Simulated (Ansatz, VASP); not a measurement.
**One calculation of RbBr, two programs**

POSCAR

```
RbBr
1.0
    4.1242529966      0.0000000000      0.0000000000
    0.0000000000      4.1242529966      0.0000000000
    0.0000000000      0.0000000000      4.1242529966
Rb Br
1 1
Direct
    0.0000000000      0.0000000000      0.0000000000
    0.5000000000      0.5000000000      0.5000000000
```

File INCAR.step1:

```
SYSTEM = RbBr
PREC = Accurate
ENCUT = 520
ISMEAR = 0
SIGMA = 0.01
LREAL = .FALSE.
LASPH = .TRUE.
NELM = 100
NBANDS = 15
GGA = PE
ALGO = Normal
EDIFF = 1E-4
LWAVE = .TRUE.
LCHARG = .FALSE.
```

The input INCAR.step2:

```
SYSTEM = RbBr
PREC = Accurate
ENCUT = 520
EDIFF = 1E-7
ISMEAR = 0
SIGMA = 0.01
LREAL = .FALSE.
LASPH = .TRUE.
NELM = 100
ALGO = Normal
ISIF = 2
LWAVE = .FALSE.
LCHARG = .FALSE.
METAGGA = R2SCAN
LMIXTAU = .TRUE.
NBANDS = 15
ISTART = 1
```

File KPOINTS:

```
Automatic mesh
0
G
  6 6 6
  0 0 0
```

Input for Ansatz:

```yaml
crystal:
  lattice:
    - [4.1242529966, 0.0, 0.0]
    - [0.0, 4.1242529966, 0.0]
    - [0.0, 0.0, 4.1242529966]
  atoms:
    - { symbol: Rb, position: [0.0, 0.0, 0.0] }
    - { symbol: Br, position: [0.5, 0.5, 0.5] }
kpoints:
  mp_grid: { grid: [6, 6, 6] }
  band_path:
    path:
      - [0.0, 0.0, 0.0]
      - [0.0, 0.5, 0.0]
      - [0.5, 0.5, 0.0]
      - [0.5, 0.5, 0.5]
      - [0.0, 0.5, 0.5]
    npoints: 1
hamiltonian:
  xc: r2scan
scf:
  occupations: { method: fixed }
  n_extra_bands: 4
output:
  forces: true
  stress: true
  eigenvalues: true
```

Alike in both runs: task single point; functional r2SCAN; k mesh 6 × 6 × 6; no spin polarisation.

```csv
,VASP,Ansatz
version,VASP 6.6.1,Ansatz 0.2.0
potentials or method,"VASP PAW PBE potentials, release 64 (Rb_sv, Br)","plane waves, PAW"
plane-wave cutoff (eV),520,500
occupations,"gaussian, width 0.01 eV",fixed
valence electrons in the cell,16,16
```

Ansatz gave:

| Property | Result |
| --- | --- |
| gap on the k mesh at the Fermi level (eV) | 4.83 |
| pressure (GPa) | 0.0 |

Question: Which values does VASP return?

Answer: gap on the k mesh at the Fermi level (eV): 4.84; pressure (GPa): 0.1.

Caveats: the PAW data sets were made with another functional, which shifts forces and pressure a little (VASP). A k mesh can miss the band edges. r2SCAN opens gaps a little over a GGA but as a rule still falls short of measured ones.
